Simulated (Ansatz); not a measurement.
CdO (Monteponite):

```xyz
2
Lattice="0.0000 2.3495 2.3495 2.3495 0.0000 2.3495 2.3495 2.3495 0.0000" Properties=species:S:1:pos:R:3 pbc="T T T"
Cd    0.0000    0.0000    0.0000
O     2.3495    2.3495    2.3495
```

Program: Ansatz 0.2.0. Alike in all runs: potentials or basis Ansatz PAW; cell as given; cutoff (eV) 420. Hardware: 2 threads of Arm Neoverse V1, with other jobs on the host.

**Question.** Order these runs on this cell by their wall time, lowest first.
A. task single point; level PBE0; spin SOC, no magnetisation; k mesh 4 × 4 × 4; smearing fermi-dirac 0.05 eV; mesh quality coarse
B. task band structure; level HSEsol; spin off; k mesh 5 × 5 × 5; smearing fermi-dirac 0.05 eV; points for each segment of the path 4; mesh quality coarse
C. task single point; level PBEsol; spin off; k mesh 10 × 10 × 10; smearing gaussian 0.1 eV; mesh quality not flagged

**Answer.** C (1.1 s), A (25 s), B (69 s).

Caveats: some runs use coarse meshes.

Runs at the PBE level aren't shown here.
